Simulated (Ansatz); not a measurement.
Cu₂O — ⁶³Cu NMR of the central transition

Cell: an entry of the Crystallography Open Database (COD), its atoms then relaxed with PBE in this cell.

```cif
data_Cu2O
_symmetry_space_group_name_H-M 'Pn-3m:1'
_symmetry_Int_Tables_number 224
_cell_length_a 4.2685
_cell_length_b 4.2685
_cell_length_c 4.2685
_cell_angle_alpha 90.000
_cell_angle_beta 90.000
_cell_angle_gamma 90.000
loop_
_atom_site_label
_atom_site_type_symbol
_atom_site_symmetry_multiplicity
_atom_site_Wyckoff_symbol
_atom_site_fract_x
_atom_site_fract_y
_atom_site_fract_z
Cu Cu 4 b 0.2500 0.2500 0.2500
O O 2 a 0.0000 0.0000 0.0000
```

One atom of each set is listed.

All values are calculated (Ansatz; DFT, LDA, plane waves and PAW, scalar-relativistic, 420 eV cutoff, Γ-centred 7×7×7 k-points, Fermi–Dirac smearing 0.02 eV), not measured.

⁶³Cu has I = 3/2 and Q = -220.0 mb (Pyykkö 2018); at 21.1 T its Larmor frequency is ν₀ = 238.4 MHz. Only the quadrupole interaction is simulated: positions count from each site's isotropic chemical shift, and shift anisotropy, dipolar and J coupling are left out.

Simulated pattern of one Cu site (static powder, Gaussian broadening 10 kHz):

```csv
offset (kHz),height
-258.3,0
-247.7,2
-237.1,66
-226.5,100
-215.9,61
-205.2,49
-194.6,41
-184.0,37
-173.4,34
-162.8,32
-152.1,30
-141.5,29
-130.9,28
-120.3,27
-109.7,26
-99.0,26
-88.4,25
-77.8,24
-67.2,24
-56.6,24
-46.0,24
-35.3,24
-24.7,23
-14.1,24
-3.5,23
7.1,19
17.8,19
28.4,20
39.0,21
49.6,21
60.2,23
70.9,24
81.5,26
92.1,29
102.7,34
113.3,43
123.9,71
134.6,47
145.2,1
155.8,0
```

Q: Which |C_Q| and η does the pattern imply?

A: The pattern spans 366 kHz before broadening and its centre of gravity is at -70.3 kHz, which fixes P_Q; the places of the horns and steps fix η. That gives P_Q = 25.9 MHz, |C_Q| = 25.9 MHz and η = 0.00. The sign of C_Q can't be read from the pattern.

An axis of threefold or higher order runs through Cu, so V_zz lies along it and η is zero.

At this cell the LDA pressure is -9 GPa, so with LDA the cell would shrink if it were relaxed. Semilocal functionals underestimate gradients at Cu(I) with two or three neighbours, in Cu₂O by a fifth to nearly a half.

Hardware: 1 thread of Intel Xeon 6975P-C (Granite Rapids) (x86_64; 16 cores open to the job, memory cap 3.0 GiB, no GPU), a shared host with a load of 0.5 a core. Wall time 4.4 s, CPU time 4.3 s, peak memory 0.42 GiB.
